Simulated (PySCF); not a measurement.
These compounds are isomers of formula C₄H₆.

A. 2-Butyne (SMILES CC#CC)
B. 1-Methylcyclopropene (C1(C)=CC1)
C. 1,2-Butadiene (C=C=CC)
D. `C1[C@H]2C[C@@H]12`

Spectrum 1. ¹H NMR (400 MHz, computed): δ 5.23 (sext, J = 8.5 Hz, 1H), 4.89 (dq, J = 8.7, 4.6 Hz, 2H), 1.71 (dt, J = 8.4, 4.6 Hz, 3H). ¹³C{¹H} NMR (computed): δ 224.0 (C), 91.2 (CH), 78.8 (CH2), 16.8 (CH3).

Spectrum 2. ¹H NMR (400 MHz, computed): δ 1.41 (t, J = 2.9 Hz, 2H), 1.24 (t, J = 2.9 Hz, 2H), 0.40 (s, 2H). ¹³C{¹H} NMR (computed): δ 30.4 (CH2), -2.4 (CH).

Spectrum 3. ¹H NMR (400 MHz, computed): δ 1.79 (s, 6H). ¹³C{¹H} NMR (computed): δ 79.8 (C), 4.7 (CH3).

Spectrum 4. ¹H NMR (400 MHz, computed): δ 6.65 (sext, J = 2.0 Hz, 1H), 2.20 (d, J = 1.8 Hz, 3H), 1.04 (d, J = 2.3 Hz, 2H). ¹³C{¹H} NMR (computed): δ 125.1 (C), 107.7 (CH), 14.6 (CH3), 9.8 (CH2).

Averaged over atoms made equivalent by symmetry, fast rotation or ring inversion, non-relativistic Hamiltonian, single conformer, isolated molecule. B3LYP/pcJ-1 coupling constants (spin–dipole term left out of most H,H and C,H couplings); NMR shieldings at PBE0/pcSseg-1/GIAO; coordinates at the PBE0-D3(BJ)/def2-SVP level; PySCF 2.14.0 with density-fitted response routines.

Shifts are taken against calculated references (same method and geometry level): TMS for ¹H (31.27 ppm), ¹³C (184.41 ppm). Multiplet labels drop J under 1 Hz and among equivalent protons, and merge close values. Unscaled 3J(H,H) run several per cent high. Shifts are as computed. Against solution values, carbons near 30 ppm lie about +2 ppm off and those near 130 ppm about +5 ppm. Of 1211 compounds with measured shifts, 218 miss one by over three times the rms of a fit or turn the order of signals round; such compounds aren't used in these exercises.

Q: Match each spectrum to its structure.

A: 1–C, 2–D, 3–A, 4–B.

- Spectrum 1 (C): 4 ¹³C signals; δC 224.0 is a central carbon of an allene; δC 16.8 is an allylic methyl carbon.
- Spectrum 2 (D): 2 ¹³C signals; δC 30.4 is a three-membered-ring carbon; δC -2.4 is a three-membered-ring carbon.
- Spectrum 3 (A): 2 ¹³C signals; δC 79.8 is an alkyne carbon; δC 4.7 is a propargylic methyl carbon.
- Spectrum 4 (B): 4 ¹³C signals; δC 125.1 is a fully substituted alkene carbon; δC 107.7 is an alkene CH.
